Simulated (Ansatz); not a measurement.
Calculated with Ansatz (gas phase, PBE0-D4/def2-TZVP geometries, no zero-point term in ΔE). CBS: MP2 limit from def2 TZ/QZ plus the TZ coupled-cluster correction, frozen cores. This one scheme is used for every species. Functionals use def2-TZVPP. B3LYP here is the variant with VWN-RPA as its local correlation; programs differ in this. HSE06 is defined as in plane-wave codes. Triplets are unrestricted, without spin–orbit coupling. Each species was taken in one conformer, which may not be the lowest.

Consider the formal loss of a carbene: `C=CCC` → `C=CC` + `[CH2]` (triplet).

| level | ΔE (eV) |
| --- | --- |
| PBE-D4 | 4.55 |
| r2SCAN-D4 | 4.25 |
| B3LYP | 4.31 |
| HSE06 | 4.42 |
| BHLYP | 4.23 |
| CAM-B3LYP | 4.41 |
| RPA@PBE/def2-TZVPP | 4.33 |
| CCSD/def2-SVP | 4.26 |

(1) What does CCSD(T)/CBS give? (An estimate is asked.)

(2) What do rigid-rotor, harmonic-oscillator terms from PBE0-D4/def2-TZVP frequencies (298.15 K, 1 bar) make of the CCSD(T)/CBS value? (An estimate is asked.)

Largest T1 diagnostic among the species: 0.011.

## Answers

(1) The calculation gave: +4.51 eV. The listed levels differ from it by 0.04, -0.26, -0.20, -0.09, -0.28, -0.10, -0.18, -0.25 eV.

(2) Ansatz gave: ΔZPE = -0.31 eV, ΔH = +4.27 eV, ΔS = 163 J/(mol·K), ΔG = +3.76 eV. Open shells count their whole term as degenerate.

The D4 term adds +0.10 eV with B3LYP and +0.05 eV with PBE0; it sums over pairs of atoms, weighted by their polarisabilities, and B3LYP, whose exchange is more repulsive, gets the larger term. From BLYP to BHLYP (50 % exact exchange), in def2-TZVPP and without D4, ΔE moves by −0.04 eV. At CCSD(T), def2-SVP lies −0.16 eV from the extrapolated value and def2-TZVPP −0.11 eV.

CCSD(T)/CBS has its own doubt, a few kJ/mol and more with outer-core shells, so smaller differences from it don't rank the levels.
